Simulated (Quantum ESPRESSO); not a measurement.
# W in Quantum ESPRESSO: the effect of functional

Crystal: W.

```
W
1.0
    -1.58234    1.58234    1.58234
     1.58234   -1.58234    1.58234
     1.58234    1.58234   -1.58234
W
1
Direct
  0.00000 0.00000 0.00000
```

Alike in all runs:

```yaml
Program: Quantum ESPRESSO 7.5
Task: band structure
Potentials_or_basis: SG15 PBE 1.2
Cutoff: 1020 eV
Density_cutoff: 4082 eV
k_mesh: 12 × 12 × 12
Occupations: fermi-dirac, width 0.05 eV
Spin: no spin polarisation
```

```csv
functional,pressure (GPa)
LDA,-17.8
PBEsol,-4.3
PBE,6.2
RPBE,15.4
AM05,?
optB88-vdW,-2.6
HLE16,-44.8
revPBE,13.0
```

Question: What does the run with functional AM05 give?

Answer: Pressure -5.1 GPa.

Caveats: the potentials were made for another functional, which shifts forces and pressure (some runs); the cell as given lies far from equilibrium (some runs); the potentials were made for a functional far from this one (some runs).
